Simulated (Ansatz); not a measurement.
Crystal: AlRu.

```
Ru Al
1.0
     2.99160    0.00000    0.00000
     0.00000    2.99160    0.00000
     0.00000    0.00000    2.99160
Ru Al
1 1
Direct
  0.50000 0.50000 0.50000
  0.00000 0.00000 0.00000
```

* Program: Ansatz 0.2.0
* Task: single point
* Functional: PBEsol
* Potentials or basis: all-electron LAPW, scalar-relativistic
* Cutoff: 241 eV (chosen from the basis error)
* Basis error allowed: 0.001 eV/atom
* k mesh: 9 × 9 × 9
* Occupations: fermi-dirac, width 0.05 eV
* Spin: no spin polarisation

On this cell: pressure -3.4 GPa; largest force zero by symmetry; band gap on the k mesh none (metal or under the smearing width).

The same run follows on a disturbed copy (atoms moved at random, drawn with an rms of 0.05 Å):

```
Ru Al
1.0
     2.99160    0.00000    0.00000
     0.00000    2.99160    0.00000
     0.00000    0.00000    2.99160
Ru Al
1 1
Direct
  0.49700 0.51102 0.48780
  0.99568 0.99117 0.01002
```

**Question.** What changes?

**Answer.** The energy (extrapolated to zero smearing) moves by +15.2 meV/atom; pressure -2.8 GPa; largest force 0.686 eV/Å; band gap on the k mesh none (metal or under the smearing width).

Forces on the atoms (eV/Å):
```
Ru  -0.031 -0.457  0.510
Al   0.031  0.457 -0.510
```

Stress tensor (GPa, compression positive):
```
-2.55  0.04 -0.04
 0.04 -2.84 -0.61
-0.04 -0.61 -2.91
```
